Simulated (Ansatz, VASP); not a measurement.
**One calculation of Ba, two programs**

```
Ba
1.0
     4.14923    0.00000    0.00000
     0.00000    4.14923    0.00000
     0.00000    0.00000    4.14923
Ba
1
Direct
  0.00000 0.00000 0.00000
```

Alike in both runs: task single point; functional revPBE; k mesh 9 × 9 × 9; occupations fermi-dirac, width 0.1 eV; no spin polarisation.

```csv
,VASP,Ansatz
version,VASP 6.6.1,Ansatz 0.2.0
potentials or method,"VASP PAW PBE potentials, release 64 (Ba_sv)","plane waves (420 eV) with PAW, scalar-relativistic"
plane-wave cutoff (eV),520,420
valence electrons in the cell,10,10
```

```csv
,VASP,Ansatz,Ansatz less VASP
pressure (GPa),-0.3,-0.4,-0.05
```

Caveats: the PAW data sets were made with another functional, which shifts forces and pressure a little (VASP). The runs have no spin-orbit coupling, so splittings on Ba are missing.
